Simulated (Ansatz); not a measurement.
# Y2CO2 MXene monolayer in a perpendicular field

What dipole does a perpendicular field induce in the Y2CO2 MXene monolayer? A positive field points along +c.

Main program and level: Ansatz 0.2.0; plane-wave DFT, PBE-D3(BJ), Ansatz PAW.

**1. The structure**

The cell holds 5 atoms: 2 O, 2 Y and 1 C. Its edges and angles: a = 3.478 Å, b = 3.478 Å, c = 41.563 Å, α = 90.0°, β = 90.0°, γ = 120.0°. Vacuum lies along c.

Structure file:

```cif
data_structure
_symmetry_space_group_name_H-M 'P 1'
_symmetry_Int_Tables_number 1
_cell_length_a 3.4778
_cell_length_b 3.4778
_cell_length_c 41.5626
_cell_angle_alpha 90.000
_cell_angle_beta 90.000
_cell_angle_gamma 120.000
_cell_volume 435.34
loop_
_atom_site_label
_atom_site_type_symbol
_atom_site_fract_x
_atom_site_fract_y
_atom_site_fract_z
_atom_site_occupancy
O1 O 0.33333 0.66667 0.43669 1
Y2 Y 0.66667 0.33333 0.46698 1
C3 C 0.00000 0.00000 0.50000 1
Y4 Y 0.33333 0.66667 0.53302 1
O5 O 0.66667 0.33333 0.56331 1
```

**2. Relaxation**

The starting cell is a guess, so the in-plane lattice and the atoms are relaxed first, with the slab cut off from its images along the normal.

The input, input.yaml:

```yaml
crystal:
  lattice:
    - [3.47776, 0.0, 0.0]
    - [-1.73888, 3.0118285083, 0.0]
    - [0.0, 0.0, 41.5626329528]
  atoms:
    - { symbol: O, position: [0.3333333333, 0.6666666667, 0.4366903324] }
    - { symbol: "Y", position: [0.6666666667, 0.3333333333, 0.4669840108] }
    - { symbol: C, position: [0.0, 0.0, 0.5] }
    - { symbol: "Y", position: [0.3333333333, 0.6666666667, 0.5330159892] }
    - { symbol: O, position: [0.6666666667, 0.3333333333, 0.5633096676] }
  periodic: [true, true, false]
kpoints:
  mp_grid: { grid: [12, 12, 1] }
hamiltonian:
  xc: pbe
  dispersion: d3bj
scf:
  occupations: { method: fermi_dirac, width: 0.05 }
  convergence: { dr2_threshold: 1.0e-09 }
relax:
  f_tol: 0.004
  max_steps: 90
  cell: {}
output:
  write_potential: true
  write_density: true
  volumetric_format: npy
```

Command:

```
> ansatz run input.yaml --threads 2 --pin off --max-ram 3072MiB --backend cpu --events-out ev --progress --plain --runs-dir out
```

Numbers of over 12 decimals in the logs are rounded to 6 here.

Log:

```text
Warning: relax.cell: scf.convergence.dr2_threshold = 1e-9 eV is looser than the 2.14640209755e-10 eV advised for a relaxation that steers and ends on the stress (1e-10 eV for each atom of the cell: 5, times the square of relax.cell.stress_2d_tol = 0.05 N/m over 15.3 Å (the atoms' height at the walk's start and 5 Å past either face), 3.276e-2 GPa, over a crystal's default 0.05). What an SCF threshold leaves in a stress goes as its square root, and in the free energy as the threshold itself, and one threshold admits the most on a small cell: [figures from the program's tests cut] Set scf.convergence.dr2_threshold to 2.14640209755e-10 eV or tighter. [rest of the remark cut]
Engine: ansatz 0.2.0, x86_64-unknown-linux-gnu
Pseudopotentials: kind: paw
Pseudopotential: O, paw, valence charge 6, recommended cutoff 420 eV (normal), O.paw.azcp
Pseudopotential: Y, paw, valence charge 11, recommended cutoff 420 eV (normal), Y.paw.azcp
Pseudopotential: C, paw, valence charge 4, recommended cutoff 420 eV (normal), C.paw.azcp
Functional definition: PBE
  parameter kappa = 0.804
  parameter beta = 0.066725
  exchange = pbe_x(kappa = kappa, mu = beta*pi^2/3)
  correlation = pbe_c(beta = beta)
Crystal: 5 atoms, lattice volume = 435.344 Å³
Basis set: ecut = 420 eV, 8485 PW (Γ), exchange–correlation on 48×48×576 points (8 copies of the dense FFT grid, shifted against one another)
Bands: 24, of which v1, the nominal top of the filled ones, is band 19 counted from 1 (18 counted from 0)
Symmetry: 12 space group operations
Space group: P-3m1 (ITA 164), of the structure as read, at distance tolerance 7.6e-5 Å
k-points: 19 of 144
Non-local potential: O, projectors of the file, l = 0: 2, l = 1: 2, l = 2: 1
Non-local potential: Y, projectors of the file, l = 0: 3, l = 1: 2, l = 2: 2, l = 3: 1
Non-local potential: C, projectors of the file, l = 0: 2, l = 1: 2, l = 2: 1
PAW form: soft (Blöchl's): semilocal exchange-correlation on the pseudo side does not see the compensation charge
PAW one-centre angular grid: O, 110 points (default); XC on 64 Gauss nodes
PAW one-centre angular grid: Y, 590 points (default); XC on 64 Gauss nodes
PAW one-centre angular grid: C, 110 points (default); XC on 64 Gauss nodes
Initial density: superposition of atomic densities (neutral atoms: chi_scale 0, normalization atom), corrected by the library's trained network
Initial wavefunctions: pseudopotential atomic-orbital guess
Functional: x = pbe(κ = 0.804, μ = 0.219515), c = pbe(β = 0.066725)
SCF iter   1: F=—  HF=-9085.194412 eV  |F-HF|=—  |Δ(HF+E_count)|=         —  Δρ=2.46e-3  dr2=7.39e-2  ethr=1.77e-3  ⟨swp⟩=10.9  Hψ=3262  notcnv=0
preconditioner: auto → LDOS  [metal: Δε(μ)=0.040 eV  Ē_g=14.239 eV  σ=0.050 eV  W_gap=0.19  n_scr=24 (ndim 8)  ℏωp=10.4 eV  f_vac=0.802  D(μ)=6.93/eV (n_scr^D=22)  β→1.0]
SCF iter   2: F=—  HF=-9085.193173 eV  |F-HF|=—  |Δ(HF+E_count)|=   1.24e-3  Δρ=1.29e-3  dr2=2.45e-2  ethr=1.94e-4  ⟨swp⟩=3.2  Hψ=870  notcnv=0
SCF iter   3: F=—  HF=-9085.192308 eV  |F-HF|=—  |Δ(HF+E_count)|=   8.65e-4  Δρ=7.22e-4  dr2=5.11e-3  ethr=6.44e-5  ⟨swp⟩=1.8  Hψ=581  notcnv=0
SCF iter   4: F=—  HF=-9085.192041 eV  |F-HF|=—  |Δ(HF+E_count)|=   2.67e-4  Δρ=2.45e-4  dr2=5.41e-4  ethr=1.35e-5  ⟨swp⟩=2.1  Hψ=672  notcnv=0
SCF iter   5: F=—  HF=-9085.192014 eV  |F-HF|=—  |Δ(HF+E_count)|=   2.66e-5  Δρ=1.31e-4  dr2=1.12e-4  ethr=1.42e-6  ⟨swp⟩=3.0  Hψ=850  notcnv=0
SCF iter   6: F=—  HF=-9085.192046 eV  |F-HF|=—  |Δ(HF+E_count)|=   3.23e-5  Δρ=4.46e-5  dr2=1.10e-5  ethr=2.94e-7  ⟨swp⟩=2.4  Hψ=708  notcnv=0
SCF iter   7: F=—  HF=-9085.192078 eV  |F-HF|=—  |Δ(HF+E_count)|=   3.11e-5  Δρ=1.26e-5  dr2=6.85e-7  ethr=2.88e-8  ⟨swp⟩=3.4  Hψ=975  notcnv=0
SCF iter   8: F=—  HF=-9085.192232 eV  |F-HF|=—  |Δ(HF+E_count)|=   1.55e-4  Δρ=4.28e-6  dr2=1.27e-7  ethr=1.80e-9  ⟨swp⟩=3.2  Hψ=1025  notcnv=0
SCF iter   9: F=—  HF=-9085.192232 eV  |F-HF|=—  |Δ(HF+E_count)|=   1.34e-7  Δρ=6.14e-7  dr2=1.73e-9  ethr=3.35e-10  ⟨swp⟩=2.7  Hψ=910  notcnv=0
SCF iter  10: F=-9085.192232 eV  HF=-9085.192232 eV  |F-HF|=1.56e-9  |Δ(HF+E_count)|=   1.81e-8  Δρ=1.10e-7  dr2=7.31e-11  ethr=2.63e-12  ⟨swp⟩=12.6  Hψ=4035  notcnv=0
SCF 1 converged in 10 iterations: F = -9085.192232 eV  dr2 = 7.31e-11
  greatest PAW one-centre occupation: 0.993 electrons in one spin orbital (limit 2), on the Y atom at site 3 (counted from 0), in its partial waves of l = 0
relax step   1: F+E_penalty+E_count = -9085.19223225 eV  Δ(F+E_penalty+E_count) = +0.000e0 eV  max|allowed force component| = 5.216e0 eV/Å  Δτ_max = 0.0000 Å  P = +2.023 N/m  Ω = 435.344 Å³  fix = [c, alpha, beta]  reactions: c +0.000 N/m  (10 SCF iters, accepted)
Crystal: 5 atoms, lattice volume = 437.594 Å³
Basis set: ecut = 420 eV, 8533 PW (Γ), exchange–correlation on 48×48×576 points (8 copies of the dense FFT grid, shifted against one another)
Initial density: handed on by an earlier stage of this run
Initial wavefunctions: those handed on with the density
SCF iter   1: F=—  HF=-9087.775448 eV  |F-HF|=—  |Δ(HF+E_count)|=         —  Δρ=2.47e-2  dr2=4.36e0  ethr=3.10e-3  ⟨swp⟩=18.1  Hψ=3568  notcnv=0
preconditioner: auto → LDOS  [metal: Δε(μ)=0.024 eV  Ē_g=14.957 eV  σ=0.050 eV  W_gap=0.12  n_scr=24 (ndim 8)  ℏωp=10.4 eV  f_vac=0.794  D(μ)=4.79/eV (n_scr^D=18)  β→1.0]
SCF iter   2: F=—  HF=-9087.211321 eV  |F-HF|=—  |Δ(HF+E_count)|=   5.64e-1  Δρ=1.47e-2  dr2=7.30e-1  ethr=3.10e-3  ⟨swp⟩=3.6  Hψ=1041  notcnv=0
SCF iter   3: F=—  HF=-9087.155774 eV  |F-HF|=—  |Δ(HF+E_count)|=   5.55e-2  Δρ=7.46e-3  dr2=6.27e-1  ethr=1.92e-3  ⟨swp⟩=2.6  Hψ=945  notcnv=0
SCF iter   4: F=—  HF=-9087.077540 eV  |F-HF|=—  |Δ(HF+E_count)|=   7.82e-2  Δρ=2.72e-3  dr2=3.17e-2  ethr=1.65e-3  ⟨swp⟩=2.4  Hψ=615  notcnv=0
SCF iter   5: F=—  HF=-9087.083038 eV  |F-HF|=—  |Δ(HF+E_count)|=   5.50e-3  Δρ=1.04e-3  dr2=5.16e-3  ethr=8.35e-5  ⟨swp⟩=3.4  Hψ=1058  notcnv=0
SCF iter   6: F=—  HF=-9087.083521 eV  |F-HF|=—  |Δ(HF+E_count)|=   4.83e-4  Δρ=4.61e-4  dr2=1.26e-3  ethr=1.36e-5  ⟨swp⟩=2.9  Hψ=874  notcnv=0
SCF iter   7: F=—  HF=-9087.083839 eV  |F-HF|=—  |Δ(HF+E_count)|=   3.18e-4  Δρ=1.31e-4  dr2=7.52e-5  ethr=3.32e-6  ⟨swp⟩=2.7  Hψ=728  notcnv=0
SCF iter   8: F=—  HF=-9087.083933 eV  |F-HF|=—  |Δ(HF+E_count)|=   9.41e-5  Δρ=2.88e-5  dr2=7.93e-6  ethr=1.98e-7  ⟨swp⟩=3.3  Hψ=985  notcnv=0
SCF iter   9: F=—  HF=-9087.083936 eV  |F-HF|=—  |Δ(HF+E_count)|=   3.63e-6  Δρ=1.37e-5  dr2=1.78e-6  ethr=2.09e-8  ⟨swp⟩=3.4  Hψ=997  notcnv=0
SCF iter  10: F=—  HF=-9087.084087 eV  |F-HF|=—  |Δ(HF+E_count)|=   1.51e-4  Δρ=2.88e-6  dr2=5.05e-8  ethr=4.70e-9  ⟨swp⟩=2.7  Hψ=827  notcnv=0
[...]
SCF iter  10: F=—  HF=-9087.446258 eV  |F-HF|=—  |Δ(HF+E_count)|=   8.10e-7  Δρ=1.53e-6  dr2=7.43e-9  ethr=3.15e-10  ⟨swp⟩=2.8  Hψ=933  notcnv=0
SCF iter  11: F=-9087.446258 eV  HF=-9087.446258 eV  |F-HF|=6.71e-8  |Δ(HF+E_count)|=   1.31e-7  Δρ=5.09e-7  dr2=9.97e-10  ethr=2.63e-12  ⟨swp⟩=12.3  Hψ=3919  notcnv=0
SCF 3 converged in 11 iterations: F = -9087.446258 eV  dr2 = 9.97e-10
  greatest PAW one-centre occupation: 0.994 electrons in one spin orbital (limit 2), on the Y atom at site 3 (counted from 0), in its partial waves of l = 0
relax step   3: F+E_penalty+E_count = -9087.44625801 eV  Δ(F+E_penalty+E_count) = -3.622e-1 eV  max|allowed force component| = 6.453e-1 eV/Å  Δτ_max = 0.1428 Å  P = +4.296 N/m  Ω = 439.748 Å³  energy of the carried Pulay correction = -1.802e-3 eV  fix = [c, alpha, beta]  reactions: c +0.000 N/m  (11 SCF iters, accepted)
[...]
relax step   4: F+E_penalty+E_count = -9087.52731807 eV  Δ(F+E_penalty+E_count) = -8.106e-2 eV  max|allowed force component| = 9.517e-2 eV/Å  Δτ_max = 0.1274 Å  P = -0.046 N/m  Ω = 443.792 Å³  energy of the carried Pulay correction = -3.440e-3 eV  fix = [c, alpha, beta]  reactions: c -0.000 N/m  (11 SCF iters, accepted)
[...]
relax step   5: F+E_penalty+E_count = -9087.52830370 eV  Δ(F+E_penalty+E_count) = -9.856e-4 eV  max|allowed force component| = 1.395e-2 eV/Å  Δτ_max = 0.0110 Å  P = +0.032 N/m  Ω = 443.648 Å³  energy of the carried Pulay correction = -3.382e-3 eV  fix = [c, alpha, beta]  reactions: c +0.000 N/m  (9 SCF iters, accepted)
[...]
relax step   6: F+E_penalty+E_count = -9087.52828043 eV  Δ(F+E_penalty+E_count) = +2.327e-5 eV  max|allowed force component| = 3.135e-4 eV/Å  Δτ_max = 0.0019 Å  P = +0.003 N/m  Ω = 443.771 Å³  energy of the carried Pulay correction = -3.432e-3 eV  fix = [c, alpha, beta]  reactions: c +0.000 N/m  (7 SCF iters, accepted)
[...]
relax step   7: F+E_penalty+E_count = -9087.53205063 eV  Δ(F+E_penalty+E_count) = -3.770e-3 eV  max|allowed force component| = 3.143e-4 eV/Å  Δτ_max = 0.0000 Å  P = +0.070 N/m  Ω = 443.771 Å³  fix = [c, alpha, beta]  reactions: c +0.000 N/m  stress off target by 7.00e-2 N/m on what of the cell is left free  SCF on the basis re-selected at this cell (its energy is not comparable with the rows above)  (7 SCF iters)
[...]
relax step   8: F+E_penalty+E_count = -9087.53195312 eV  Δ(F+E_penalty+E_count) = +9.751e-5 eV  max|allowed force component| = 4.933e-4 eV/Å  Δτ_max = 0.0012 Å  P = +0.003 N/m  Ω = 444.055 Å³  energy of the carried Pulay correction = -1.124e-4 eV  fix = [c, alpha, beta]  reactions: c +0.000 N/m  (8 SCF iters, accepted)
iter 1 solved again at ethr=2.55e-7 eV; its pass at ethr=3.10e-3 eV (dr2=9.67e-5 eV) is discarded
SCF iter   1: F=—  HF=-9087.531681 eV  |F-HF|=—  |Δ(HF+E_count)|=         —  Δρ=9.44e-6  dr2=2.01e-8  ethr=2.55e-7  ⟨swp⟩=5.1  Hψ=5070  notcnv=0
eigensolver tolerance schedule: the retry pair's looser diagonalisation over-reported the residual by 4807.03 of it (diagonalisation noise at 0.65 of the residual, at the tolerance the schedule requests for it); recorded, not acted on — ethr = c·dr2/N_el stays at c = 1.0e-1
preconditioner: auto → LDOS  [metal: Δε(μ)=0.007 eV  Ē_g=14.756 eV  σ=0.050 eV  W_gap=0.04  n_scr=22 (ndim 8)  ℏωp=10.3 eV  f_vac=0.798  D(μ)=4.51/eV (n_scr^D=16)  β→1.0]
SCF iter   2: F=—  HF=-9087.532058 eV  |F-HF|=—  |Δ(HF+E_count)|=   3.77e-4  Δρ=2.65e-6  dr2=1.91e-8  ethr=5.29e-11  ⟨swp⟩=5.2  Hψ=1678  notcnv=0
SCF iter   3: F=—  HF=-9087.532054 eV  |F-HF|=—  |Δ(HF+E_count)|=   4.62e-6  Δρ=8.39e-7  dr2=1.04e-9  ethr=5.04e-11  ⟨swp⟩=2.2  Hψ=661  notcnv=0
SCF iter   4: F=-9087.532058 eV  HF=-9087.532058 eV  |F-HF|=9.65e-8  |Δ(HF+E_count)|=   4.55e-6  Δρ=1.13e-7  dr2=5.37e-11  ethr=2.63e-12  ⟨swp⟩=19.3  Hψ=4283  notcnv=0
SCF 9 converged in 4 iterations: F = -9087.532058 eV  dr2 = 5.37e-11
relax step   9: F+E_penalty+E_count = -9087.53205823 eV  Δ(F+E_penalty+E_count) = -1.051e-4 eV  max|allowed force component| = 4.956e-4 eV/Å  Δτ_max = 0.0000 Å  P = +0.004 N/m  Ω = 444.055 Å³  fix = [c, alpha, beta]  reactions: c +0.000 N/m  stress off target by 4.19e-3 N/m on what of the cell is left free  SCF on the basis re-selected at this cell (its energy is not comparable with the rows above)  (4 SCF iters)
basis re-selected at this cell: Δ(F+E_penalty+E_count) = -1.051e-4 eV, ΔP = +0.001 N/m vs the last step (what re-selecting the basis moved, of the pressure what is left beyond the Pulay correction that the steps carried, after the strain that the cell walked since its last selection, with what the two solves' SCF thresholds leave and, on support functions, any second-order correction that the steps lacked; it is no m [...]
WARN: The output density's exchange-correlation potential varies sharply where the density is thin. Do not read a vacuum level from v_tot or v_xc, or from such a field of the output density. On a cell that repeats whose density bears no net charge and no dipole along the vacuum's axis use v_es (v_loc + v_h of the components); under efield.dipole_correction with no amplitude use v_es + v_field, which holds any externa [...]
SCF converged after 4 iterations
Free energy (F): -9087.532058 eV
Harris-Foulkes:  -9087.532058 eV  (|F-HF|=9.65e-8)
Internal energy: -9087.496741 eV  (E = F + TS)
E sigma→0 (E₀):  -9087.514400 eV
Entropy (-TS):   -0.035317 eV (-7.063 meV/atom)
Fermi energy:    -5.767312 eV
--- Per-component energies (eV) ---
  E_band       = -743.825743
  E_kinetic    = 1046.213151
  E_local      = -100845.106472  (includes V_loc(G=0)·N_el)
  E_nonlocal   = 222.782512
  E_hartree    = 49831.191334
  E_xc         = -543.363432
  E_vxc        = -647.198892  (∫ρ·V_xc dr)
  E_paw        = -6064.786553  (= ΣΔE_a)
  E_vpaw       = -182.903571  (= ΣTr[D̂ρ^β])
  E_aug_tail   = 0.004885  (compensation charges beyond the density's cutoff)
  E_ewald      = 47266.347948
  E_disp       = -0.780114  (pairwise vdW)
  E_smearing   = -0.035317  (= −TS)
  E_closure    = 0.000000  (closes the sum)
  Σ components = -9087.532058   (vs F -9087.532058, Δ=0.00e0)
--- Forces (eV/Å), atoms counted from 1 ---
  atom   1  O      0.00000000    -0.00000000    -0.00049562
  atom   2  Y     -0.00000000     0.00000000     0.00024082
  atom   3  C      0.00000000     0.00000000     0.00000000
  atom   4  Y      0.00000000    -0.00000000    -0.00024082
  atom   5  O     -0.00000000     0.00000000     0.00049562
  max |Σ_I F_I| component: 3.94e-31 eV/Å
--- 2D stress c σ (N/m, compression-positive) ---
        0.004192       0.000000       0.000000
        0.000000       0.004192      -0.000000
        0.000000      -0.000000       0.000000
  P = ½ c Tr σ = 0.0042 N/m
--- Band table (eV; the first three rows and the last of 19) ---
  k-point 0: bands = [... 15 lower, -8.7159, -8.2304, -6.0726, -4.5894, -4.5894, -1.3994, -1.1482, -0.8863, ... 1 higher]
  k-point 1: bands = [... 15 lower, -8.5291, -8.1933, -5.9615, -4.9322, -4.6931, -1.3669, -1.0654, -0.8526, ... 1 higher]
  k-point 2: bands = [... 15 lower, -8.3464, -8.0858, -5.7712, -5.6724, -4.9326, -1.4907, -0.8414, -0.7078, ... 1 higher]
  k-point 18: bands = [... 15 lower, -7.8956, -7.8956, -6.5152, -6.5152, -6.5129, -1.6918, -0.8139, -0.3035, ... 1 higher]
  the weakly bound empty levels are not read free of the cell's end (no_gap_told)
--- Relaxed structure (7 steps of the walk, 7 accepted, 2 SCFs on fresh bases) ---
  F+E_penalty+E_count = -9087.53205823 eV   max|allowed force component| = 4.956e-4 eV/Å   (the final SCF, on the basis selected at the relaxed cell)
  cell:  # Å, volume = 444.0551 Å³
    - [3.512381, 0, 0]
    - [-1.756190, 3.041811, 0]
    - [0, 0, 41.5626329528]
  atoms:
    - { symbol: O, position: [0.333333, 0.666667, 0.439408] }
    - { symbol: Y, position: [0.666667, 0.333333, 0.457534] }
    - { symbol: C, position: [0, 0, 0.5] }
    - { symbol: Y, position: [0.333333, 0.666667, 0.542466] }
    - { symbol: O, position: [0.666667, 0.333333, 0.560592] }
```

Wall time 48 s (2 threads of Intel Xeon Platinum 8488C (Sapphire Rapids), shared host); peak memory 0.78 GiB.

The steps of the relaxation:

```
step  energy less that of the first step (eV)  largest force component (eV/Å)  volume (Å³)
   1                                   0.0000                          5.2157       435.34
   2                                  -1.8919                          2.2355       437.59
   3                                  -2.2540                          0.6453       439.75
   4                                  -2.3351                          0.0952       443.79
   5                                  -2.3361                          0.0139       443.65
   6                                  -2.3360                          0.0003       443.77
  7*                                  -2.3398                          0.0003       443.77
   8                                  -2.3397                          0.0005       444.06
  9*                                  -2.3398                          0.0005       444.06
```

Relaxation steps marked * repeat the geometry before them on a plane-wave basis chosen anew for their cell, so energy and pressure can jump there.

Forces are held to the 12 operations that the run works with; a distortion that breaks them can't arise in this run.

```
cell as run  before  after  change
      a (Å)   3.478  3.512  +1.0 %
      b (Å)   3.478  3.512  +1.0 %
```

The atoms that moved most (Å, along periodic axes as changes of fractional coordinates times the final cell, across vacuum about the mean position):

```
atom     dx     dy      dz  length
  Y2  0.000  0.000  -0.393   0.393
  Y4  0.000  0.000   0.393   0.393
  O1  0.000  0.000   0.113   0.113
  O5  0.000  0.000  -0.113   0.113
```

Final coordinates:

```xyz
5
Lattice="3.5124 0.0000 0.0000 -1.7562 3.0418 0.0000 0.0000 0.0000 41.5626" Properties=species:S:1:pos:R:3
O     0.0000    2.0279   18.2629
Y     1.7562    1.0139   19.0163
C     0.0000    0.0000   20.7813
Y     0.0000    2.0279   22.5463
O     1.7562    1.0139   23.2997
```

This step gave:

```yaml
energy_at_zero_smearing: -9087.5144 eV
```

The lattice constant a goes from 3.478 to 3.512 Å.

[end of part 1 of 2]

[Logs are printed without paths, hosts, clocks, repeated set-up lines and the standing remarks that a program may print on its own settings, such as how far it seeks lower states.]

[Hosts, paths, dates, database ids (printed as entryN), source tags and the programs' standing remarks are cut or masked in the printed files.]

[Maps of the electrostatic potential energy from Ansatz leave out the sawtooth potential of an applied field or a dipole correction, so their vacuum need not be flat; planar profiles and work functions include it.]
